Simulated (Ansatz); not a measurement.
What strain does to LiF (rocksalt)

LiF (rocksalt), relaxed with r2SCAN in the PAW code Ansatz. The symmetry is Fm-3m (No. 225, cubic); conventional cell a = 3.990 Å, 7.94 Å³ an atom. Li has 6 F at 1.99 Å; F has 6 Li at 1.99 Å.

The axes x, y and z are those of this cell:
```yaml
crystal:
  lattice:
    - [0.00000, 1.99487, 1.99487]
    - [1.99487, 0.00000, 1.99487]
    - [1.99487, 1.99487, 0.00000]
  atoms:
    - { symbol: Li, position: [0.00000, 0.00000, 0.00000] }
    - { symbol: F, position: [0.50000, 0.50000, 0.50000] }
```

Unstrained: PBE gives an indirect gap of 9.347 eV, from Γ–K (0.17 of the way from Γ) to Γ; the least direct gap is 9.348 eV at Γ. Least and direct gap differ so little that the kind isn't settled. With r2SCAN the gap is 10.330 eV and direct, at Γ. The HSE06 gap is indirect, 11.674 eV (Γ–K (0.17 of the way from Γ) to Γ), below the direct gap of 11.675 eV at Γ. Least and direct gap differ so little that the kind isn't settled. Meshes: PBE 10×10×10, r2SCAN 10×10×10, HSE06 8×8×8. Strains are changes of length per length. After each strain the atoms were relaxed again with r2SCAN within the symmetry that the strain leaves, so tilts or polar shifts that break it weren't tested; points keep the names that they have in the unstrained zone. The values are computed, spin-unpolarised, and not measurements.

Changes of the least gap in eV (an overlap counts as a negative gap):
```csv
strain,volume change (%),space group,PBE,r2SCAN,HSE06,G0W0@PBE (mesh),"energy rise, r2SCAN (meV/atom)"
"epitaxial -4.0 % in the xy plane, free normal strain +3.03 %",-5.0,I4/mmm,+0.381,+0.400,+0.399,+0.40,14.5
"epitaxial -3.0 % in the xy plane, free normal strain +2.22 %",-3.8,I4/mmm,+0.285,+0.301,+0.300,+0.30,7.8
"epitaxial -2.0 % in the xy plane, free normal strain +1.44 %",-2.6,I4/mmm,+0.190,+0.201,+0.200,+0.20,3.4
"epitaxial -1.0 % in the xy plane, free normal strain +0.71 %",-1.3,I4/mmm,+0.095,+0.100,+0.099,+0.10,0.8
"epitaxial +1.0 % in the xy plane, free normal strain -0.64 %",+1.4,I4/mmm,-0.137,-0.143,-0.147,-0.16,0.7
"epitaxial +2.0 % in the xy plane, free normal strain -1.26 %",+2.7,I4/mmm,-0.273,-0.286,-0.295,-0.32,2.8
"epitaxial +3.0 % in the xy plane, free normal strain -1.85 %",+4.1,I4/mmm,-0.410,-0.429,-0.442,-0.47,6.0
"epitaxial +4.0 % in the xy plane, free normal strain -2.41 %",+5.6,I4/mmm,-0.545,-0.570,-0.588,-0.63,10.3
```
Unstrained, G0W0@PBE with 66 empty bands, a screening cutoff of 150 eV and a 6×6×6 mesh gives 13.59 eV on its mesh; the band count follows the volume. G0W0 values are finite-basis, finite-mesh values.

Epitaxial -4.0 % in the xy plane, free normal strain +3.03 %. HSE06: the gap goes from 11.674 to 12.073 eV (+0.399 eV); least and direct gap lie within 0.04 eV, so its kind isn't settled. Stress change with r2SCAN, compression positive: xx +7.99, yy +7.99, zz 0.00 GPa.

Epitaxial -3.0 % in the xy plane, free normal strain +2.22 %. HSE06: the gap goes from 11.674 to 11.974 eV (+0.300 eV); least and direct gap lie within 0.04 eV, so its kind isn't settled. Stress change with r2SCAN, compression positive: xx +5.61, yy +5.61, zz -0.01 GPa.

Epitaxial -2.0 % in the xy plane, free normal strain +1.44 %. HSE06: the gap goes from 11.674 to 11.874 eV (+0.200 eV); least and direct gap lie within 0.04 eV, so its kind isn't settled. Stress change with r2SCAN, compression positive: xx +3.50, yy +3.50, zz -0.02 GPa.

Epitaxial -1.0 % in the xy plane, free normal strain +0.71 %. HSE06: the gap goes from 11.674 to 11.773 eV (+0.099 eV); least and direct gap lie within 0.04 eV, so its kind isn't settled. Stress change with r2SCAN, compression positive: xx +1.63, yy +1.63, zz -0.03 GPa.

Epitaxial +1.0 % in the xy plane, free normal strain -0.64 %. HSE06: the gap goes from 11.674 to 11.527 eV (-0.147 eV); least and direct gap lie within 0.04 eV, so its kind isn't settled. Stress change with r2SCAN, compression positive: xx -1.45, yy -1.45, zz -0.03 GPa.

Epitaxial +2.0 % in the xy plane, free normal strain -1.26 %. HSE06: the gap goes from 11.674 to 11.379 eV (-0.295 eV); least and direct gap lie within 0.04 eV, so its kind isn't settled. Stress change with r2SCAN, compression positive: xx -2.72, yy -2.72, zz -0.03 GPa.

Epitaxial +3.0 % in the xy plane, free normal strain -1.85 %. HSE06: the gap goes from 11.674 to 11.232 eV (-0.442 eV); least and direct gap lie within 0.04 eV, so its kind isn't settled. Stress change with r2SCAN, compression positive: xx -3.82, yy -3.82, zz -0.02 GPa.

Epitaxial +4.0 % in the xy plane, free normal strain -2.41 %. HSE06: the gap goes from 11.674 to 11.086 eV (-0.588 eV); least and direct gap lie within 0.04 eV, so its kind isn't settled. Stress change with r2SCAN, compression positive: xx -4.77, yy -4.77, zz -0.02 GPa.

Where an edge lies off the special points, it is a point of the mesh or the k point where a search put PBE's edge or least direct gap, reused for the other functionals, whose own edges may lie a little apart.

The meshes of the hybrids are coarse, so their gaps aren't converged to the digits shown.
